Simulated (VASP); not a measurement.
# Sn (Fd-3m) in VASP: notebook, part 2 of 2

VASP 6.6.1.

**3. Band structure, HSE06**

The input, POSCAR:

```
Sn                                      
1.0
    0.0000000000      3.2685833779      3.2685833779
    3.2685833779      0.0000000000      3.2685833779
    3.2685833779      3.2685833779      0.0000000000
  Sn            
     2
Direct
     0.0000000000000000    0.0000000000000000    0.0000000000000000
     0.2500000000000000    0.2500000000000000    0.2500000000000000
```

The input, INCAR.step1:

```
SYSTEM = Sn
PREC = Accurate
ENCUT = 520
EDIFF = 1E-5
ISMEAR = 0
SIGMA = 0.03
LREAL = .FALSE.
LASPH = .TRUE.
NELM = 80
ALGO = Normal
ISIF = 2
LWAVE = .TRUE.
LCHARG = .FALSE.
NBANDS = 21
KPAR = 4
GGA = PE
```

The input, INCAR.step2:

```
SYSTEM = Sn
PREC = Accurate
ENCUT = 520
EDIFF = 1E-6
ISMEAR = 0
SIGMA = 0.03
LREAL = .FALSE.
LASPH = .TRUE.
NELM = 80
ALGO = Normal
ISIF = 2
LWAVE = .FALSE.
LCHARG = .FALSE.
GGA = PE
LHFCALC = .TRUE.
HFSCREEN = 0.2
PRECFOCK = Fast
NBANDS = 21
KPAR = 4
ISTART = 1
```

The input, KPOINTS:

```
Automatic mesh
0
G
  6 6 6
  0 0 0
```

The input, KPOINTS_OPT:

```
explicit points
9
Reciprocal
 0.0000000000  0.0000000000  0.0000000000 1
 0.3750000000  0.3750000000  0.7500000000 1
 0.5000000000  0.5000000000  0.5000000000 1
 0.6250000000  0.2500000000  0.6250000000 1
 0.5000000000  0.2500000000  0.7500000000 1
 0.5000000000  0.0000000000  0.5000000000 1
 0.4000000000  0.0000000000  0.4000000000 1
 0.4250000000  0.0000000000  0.4250000000 1
 0.4500000000  0.0000000000  0.4500000000 1
```

Potentials or basis: VASP PAW PBE potentials, release 64 (Sn_d).

The run is started by

```bash
cat potpaw_PBE.64/Sn_d/POTCAR > POTCAR
cp INCAR.step1 INCAR
mpirun -np 4 vasp_std > vasp.out
cp INCAR.step2 INCAR
mpirun -np 4 vasp_std > vasp.out
```

OUTCAR:

```text
SYSTEM = Sn
   PREC = Accurate
   ENCUT = 520
   EDIFF = 1E-6
   ISMEAR = 0
   LREAL = .FALSE.
   LASPH = .TRUE.
   NELM = 80
   ISIF = 2
   GGA = PE
   LHFCALC = .TRUE.
   HFSCREEN = 0.2
   PRECFOCK = Fast
   ISTART = 1

 ion  position               nearest neighbor table
   1  0.000  0.000  0.000-   2 2.83   2 2.83   2 2.83   2 2.83
   2  0.250  0.250  0.250-   1 2.83   1 2.83   1 2.83   1 2.83

  LATTYP: Found a face centered cubic cell.
 ALAT       =     6.5371667558

  Lattice vectors:

 A1 = (   0.0000000000,   3.2685833779,   3.2685833779)
 A2 = (   3.2685833779,   0.0000000000,   3.2685833779)
 A3 = (   3.2685833779,   3.2685833779,   0.0000000000)

Analysis of symmetry for initial positions (statically):
=====================================================================
 Subroutine PRICEL returns:
 Original cell was already a primitive cell.

 Routine SETGRP: Setting up the symmetry group for a
 face centered cubic supercell.

 Subroutine GETGRP returns: Found 48 space group operations
 (whereof 24 operations were pure point group operations)
 out of a pool of 48 trial point group operations.

The static configuration has the point symmetry T_d .
 The point group associated with its full space group is O_h .

Analysis of symmetry for dynamics (positions and initial velocities):
=====================================================================
 Subroutine PRICEL returns:
 Original cell was already a primitive cell.

 Routine SETGRP: Setting up the symmetry group for a
 face centered cubic supercell.

 Subroutine GETGRP returns: Found 48 space group operations
 (whereof 24 operations were pure point group operations)
 out of a pool of 48 trial point group operations.

The dynamic configuration has the point symmetry T_d .
 The point group associated with its full space group is O_h .

 Subroutine INISYM returns: Found 48 space group operations
[... 112 lines left out ...]
   LORBIT       =      0    0 simple, 1 ext, 2 COOP (PROOUT), +10 PAW based schemes
   GGA     = PE    functional components
   LHFCALC =     T    Hartree Fock is set to
   PRECFOCK=fast      Normal, Fast or Accurate (Low or Medium for compatibility)
   ENCUT4O =  -1.0   cutoff for four orbital integrals eV
   NKREDX  =     1    reduce k-point grid by
   NKREDY  =     1    reduce k-point grid by
   NKREDZ  =     1    reduce k-point grid by
   AEXX    =    0.2500 exact exchange contribution
   HFSCREEN=    0.2000 screening length (either q_TF or 0.3 A-1)
   HFSCREENC=   0.2000 screening length for correlation (either q_TF or 0.3 A-1)
   ENCUTFOCK=  -1.0 apply spherical cutoff to Coloumb kernel
   IVDW    =     0    specifies the selected vdW correction
   LEPSILON=     F    determine dielectric tensor
   LRPA    =     F    only Hartree local field effects (RPA)
 non-spin polarized calculation
 Gauss-broadening in eV      SIGMA  =   0.03
  energy-cutoff  :      520.00
  volume of cell :       69.84
 maximum number of plane-waves:      1895
 NGX is ok and might be reduce to    36
  NGX = 20; NGY = 20; NGZ = 20

 number of electron      27.9999987 magnetization

 Free energy of the ion-electron system (eV)
  ---------------------------------------------------
  ext. energy  EPLUGINS =         0.00000000
  ---------------------------------------------------
  free energy    TOTEN  =        -9.05474124 eV

  energy without entropy =       -9.05452699  energy(sigma->0) =       -9.05463411

 E-fermi :   5.2389     XC(G=0):  -7.3299

 val. band max:        5.2297618414   @ k =   0.0000   0.0000   0.0000
 cond. band min:       5.5697173998   @ k =   0.5000   0.0000   0.0000
 fundamental gap:      0.3399555584
 Fermi energy:         5.2388981400

 k-point     1 :       0.0000    0.0000    0.0000
  band No.  band energies     occupation
      1     -18.6267      2.00000
      2     -18.6267      2.00000
      3     -18.6267      2.00000
      4     -18.5695      2.00000
      5     -18.5695      2.00000
      6     -18.2681      2.00000
[... 373 lines left out ...]
     20      15.0301      0.00000
     21      16.2140      0.00000

------------------------ aborting loop because EDIFF is reached ----------------------------------------

  FORCE on cell =-STRESS in cart. coord.  units (eV):
  Direction    XX          YY          ZZ          XY          YZ          ZX
  --------------------------------------------------------------------------------------
  -------------------------------------------------------------------------------------
  Total        0.1615871      0.1615871      0.1615871      0.0000000      0.0000000      0.0000000
  in kB        3.7068798      3.7068798      3.7068798      0.0000000      0.0000000      0.0000000
  external PRESSURE =       3.7068798 kB  Pullay stress =       0.0000000 kB

 VOLUME and BASIS-vectors are now :
 -----------------------------------------------------------------------------
  energy-cutoff  :      520.00
  volume of cell :       69.84
      direct lattice vectors                 reciprocal lattice vectors
     0.000000000  3.268583378  3.268583378    -0.152971469  0.152971469  0.152971469
     3.268583378  0.000000000  3.268583378     0.152971469 -0.152971469  0.152971469
     3.268583378  3.268583378  0.000000000     0.152971469  0.152971469 -0.152971469

 POSITION                                       TOTAL-FORCE (eV/Angst)
 -----------------------------------------------------------------------------------
      0.00000      0.00000      0.00000         0.000000      0.000000      0.000000
      1.63429      1.63429      1.63429        -0.000000     -0.000000     -0.000000
 -----------------------------------------------------------------------------------
    total drift:                               -0.000002     -0.000001     -0.000002

  FREE ENERGIE OF THE ION-ELECTRON SYSTEM (eV)
  ---------------------------------------------------
  free  energy   TOTEN  =        -9.0547412398 eV

  energy  without entropy=       -9.0545269866  energy(sigma->0) =       -9.05463411
```

OUTCAR.step1:

```text
SYSTEM = Sn
   PREC = Accurate
   ENCUT = 520
   EDIFF = 1E-5
   ISMEAR = 0
   LREAL = .FALSE.
   LASPH = .TRUE.
[... 598 lines left out ...]
      0.00000      0.00000      0.00000        -0.000000     -0.000000     -0.000000
      1.63429      1.63429      1.63429         0.000000      0.000000      0.000000
 -----------------------------------------------------------------------------------
    total drift:                                0.000000      0.000000      0.000000

  FREE ENERGIE OF THE ION-ELECTRON SYSTEM (eV)
  ---------------------------------------------------
  free  energy   TOTEN  =        -7.6342533086 eV

  energy  without entropy=       -7.6339398700  energy(sigma->0) =       -7.63409659
```

Wall time 46 min (4 MPI ranks of Intel Xeon Platinum 8259CL at 2.50GHz (Skylake/Cascade Lake), shared host); peak memory 0.36 GiB.

What came out:

```yaml
Free_energy: -9.0547 eV
Pressure: 0.4 GPa
Band_gap_along_the_path: none (metal or under the smearing width)
```

Levels at points of the mesh, in eV from the Fermi level:
```tsv
k point	band 10	band 11	band 12	band 13	band 14	band 15	band 16	band 17	band 18	band 19
(0.00, 0.00, 0.00)	-23.49	-11.65	-0.30	-0.01	-0.01	-0.01	2.60	2.60	2.60	5.56
(0.50, 0.00, 0.00)	-23.45	-9.87	-6.90	-1.29	-1.29	0.33	3.71	3.71	6.22	9.15
(0.50, 0.50, 0.00)	-23.43	-8.25	-8.25	-2.72	-2.72	1.18	1.18	8.53	8.53	10.05
```

Caveat: the PAW data sets were made with another functional, which shifts forces and pressure a little; spin-orbit coupling is left out, which moves the levels of the heavy elements.
